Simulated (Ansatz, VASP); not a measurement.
KI in VASP and in Ansatz

The input INCAR:

```
SYSTEM = KI
  ALGO = Fast
  EDIFF = 1E-6
  EDIFFG = -0.01
  ENCUT = 600
  GGA = RP
  IBRION = 2
  ISIF = 3
  ISMEAR = -1
  IVDW = 12
  LASPH = .True.
  LCHARG = .False.
  LREAL = .False.
  LWAVE = .False.
  NELM = 60
  NSW = 40
  PREC = Accurate
  SIGMA = 0.05
```

File KPOINTS:

```
k-points
0
Gamma
  7 7 7
  0 0 0
```

File POSCAR:

```
KI
1.0
    0.0000000000      3.5327750000      3.5327750000
    3.5327750000      0.0000000000      3.5327750000
    3.5327750000      3.5327750000      0.0000000000
I K
1 1
Direct
    0.5000000000      0.5000000000      0.5000000000
    0.0000000000      0.0000000000      0.0000000000
```

Contents of input.yaml:

```yaml
crystal:
  lattice:
    - [0.0, 3.532775, 3.532775]
    - [3.532775, 0.0, 3.532775]
    - [3.532775, 3.532775, 0.0]
  atoms:
    - { symbol: I, position: [0.5, 0.5, 0.5] }
    - { symbol: K, position: [0.0, 0.0, 0.0] }
hamiltonian:
  xc: rpbe
  pseudopotentials: { kind: paw }
  dispersion: d3bj
kpoints:
  mp_grid: { grid: [7, 7, 7] }
scf:
  occupations: { method: fermi_dirac, width: 0.05 }
output:
  forces: true
  stress: true
  eigenvalues: true
relax:
  f_tol: 0.01
  max_steps: 40
  cell: { stress_tol: 0.05 }
```

Alike in both runs: task relaxation of cell and atoms; functional RPBE; dispersion D3(BJ); k mesh 7 × 7 × 7; occupations fermi-dirac, width 0.05 eV; no spin polarisation.

|  | VASP | Ansatz |
| --- | --- | --- |
| version | VASP 6.6.1 | Ansatz 0.2.0 |
| potentials or method | VASP PAW PBE potentials, release 64 (I, K_sv) | Ansatz PAW |
| plane-wave cutoff (eV) | 600 | 420 |
| valence electrons in the cell | 16 | 26 |

```tsv
	VASP	Ansatz	Ansatz less VASP
gap on the k mesh at the Fermi level, each at its own relaxed structure (eV)	4.36	4.35	-0.008
relaxed volume (Å³/atom)	31.71	31.54	-0.166
relaxed cell length with the largest relative difference (Å)	4.476	4.468	-0.0078
energy change over the relaxation (meV/atom)	-240	-246	-5.9
```

The two sets of potentials don't hold the same shells in valence.

Caveats: the volume moved by over 15 % at a fixed basis, so the end points are rough; spin-orbit coupling is left out, which moves the levels of the heavy elements; the PAW data sets were made with another functional, which shifts forces and pressure a little (VASP); an odd mesh through Γ misses points on the zone boundary, where band edges often lie (VASP); odd divisions of the mesh miss points on the zone boundary, where band edges often lie, so the gap on the mesh can be too wide (Ansatz); the plane-wave basis is chosen anew once the cell has moved, so the energies of steps on either side of that aren't comparable (Ansatz); the PAW data sets come from PBE, with cores solved anew for the run's functional, which leaves a small shift of forces and pressure (Ansatz). Expect the measured gap to be larger: semilocal functionals such as RPBE lack the derivative discontinuity.
